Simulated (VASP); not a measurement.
Results of a VASP single-point calculation on NaF (strained rocksalt)

POSCAR

```
Na F
 1.0000000000000000
    -0.0101994263000000    2.2954681837000002    2.2954681837000002
     2.2954681837000002   -0.0101994263000000    2.2954681837000002
     2.2954681837000002    2.2954681837000002   -0.0101994263000000
 Na  F
   1   1
Cartesian
  0.0000000000000000  0.0000000000000000  0.0000000000000000
  2.2903684705500003  2.2903684705500003  2.2903684705500003
```

The gap between bands v and c is 6.40 eV and the least direct gap is 6.40 eV.

Band v is the last that the valence electrons fill when counted band by band, and c is the next. Levels in eV from the top of v:

```json
{"point": "Γ", "v−1": "-0.02", "v": "0.00", "c": "6.40", "c+1": "19.06"}
{"point": "X", "v−1": "-0.44", "v": "-0.42", "c": "13.32", "c+1": "13.36"}
{"point": "K", "v−1": "-0.86", "v": "-0.40", "c": "12.95", "c+1": "13.38"}
{"point": "L", "v−1": "-0.29", "v": "-0.29", "c": "10.91", "c+1": "12.70"}
{"point": "W", "v−1": "-0.90", "v": "-0.60", "c": "13.34", "c+1": "13.36"}
```

Q: Which of these levels of theory gave these results?
A. r²SCAN
B. PBE
C. HSE06
D. LDA
E. PBE with spin–orbit coupling
F. PBEsol
G. PBE0

A: B.

The INCAR was:

```
ISMEAR = -1
LCHARG = .TRUE.
NBANDS = 14
NELM = 120
LWAVE = .FALSE.
NSW = 0
GGA = PE
SIGMA = 0.02
ENCUT = 520
LASPH = .TRUE.
LELF = .TRUE.
LREAL = .FALSE.
EDIFF = 1E-7
ISIF = 2
IBRION = -1
PREC = Accurate
```
